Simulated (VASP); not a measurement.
Input of a VASP 6.6.1 run:

File INCAR:

```
PREC = Accurate
ENCUT = 520
EDIFF = 1E-6
ISMEAR = 0
SIGMA = 0.1
LREAL = False
LASPH = True
NELM = 100
ALGO = Normal
ISIF = 2
LWAVE = False
LCHARG = False
GGA = PE
NBANDS = 16
```

Contents of KPOINTS:

```
Automatic mesh
0
Gamma
  6 6 6
```

File POSCAR:

```
Mg2Ge
1.0
    0.0000000000      3.1890000000      3.1890000000
    3.1890000000      0.0000000000      3.1890000000
    3.1890000000      3.1890000000      0.0000000000
Mg Ge
2 1
Direct
    0.2500000000      0.2500000000      0.2500000000
    0.7500000000      0.7500000000      0.7500000000
    0.0000000000      0.0000000000      0.0000000000
```

Potentials or basis: VASP PAW PBE potentials, release 64 (Mg, Ge_d).

The run is started by

```bash
$ cat potpaw_PBE.64/Mg/POTCAR potpaw_PBE.64/Ge_d/POTCAR > POTCAR
$ mpirun -np 1 vasp_std > vasp.out
```

Q: What does it give for the band gap on the k mesh?

A: 0.14 eV, indirect (least direct gap 1.06 eV).

Q: What does it give for the pressure?

A: 0.8 GPa.

A k mesh can miss the band edges. As with any semilocal functional, this PBE gap is likely too small.
